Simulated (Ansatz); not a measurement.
Runs of Ansatz 0.2.0 on Ru. Symmetry: P6_3/mmc, No. 194, hexagonal system. The conventional cell has a = 2.706 Å, b = 2.706 Å, c = 4.282 Å, α = 90.00°, β = 90.00°, γ = 120.00°. Ru (site symmetry -6m2) is surrounded by 12 Ru at 2.65 to 2.71 Å. 

| task | level | cell | cutoff (eV) | points for each segment of the path | gap on the mesh (eV) | pressure (GPa) | relaxed volume (Å³/atom) |
| --- | --- | --- | --- | --- | --- | --- | --- |
| single point | r2SCAN50 | as given | 500 | - | - | -24.3 | - |
| band structure | HSE06 | as given | 420 | 4 | none | (b) | - |
| single point | HF | as given | 420 | - | 2.90 | -14.1 | - |
| relaxation of cell and atoms | HSE03 | relaxed | 420 | - | none | 0.0 | 13.27 |
| relaxation of cell and atoms | HSE06 | relaxed | 420 | - | none | 0.0 | (a) |
| relaxation of cell and atoms | B3LYP | relaxed | 420 | - | none | 0.0 | 13.83 |

Alike in all rows: potentials or basis Ansatz PAW; no spin polarisation; k mesh 6 × 6 × 3; smearing fermi-dirac 0.05 eV; the mesh is coarse, so values aren't converged.

Q: Fill in the values left out.

A: (a) 13.23; (b) -8.9.

Caveats: all runs use coarse meshes; the PAW data sets come from PBE, with cores solved anew for the run's functional, which leaves a small shift of forces and pressure; the thresholds are loose for stress (some runs); the plane-wave basis is chosen anew once the cell has moved, so the energies of steps on either side of that aren't comparable (some runs); so large a pressure means that the cell lies far from this level's equilibrium, or that cutoff or potentials fall short (some runs); odd divisions of the mesh miss points on the zone boundary, where band edges often lie, so the gap on the mesh can be too wide (some runs).

A k mesh can miss the band edges, and the runs leave out spin-orbit coupling on Ru.

A gap of «none» marks a metal or a gap under the smearing width.
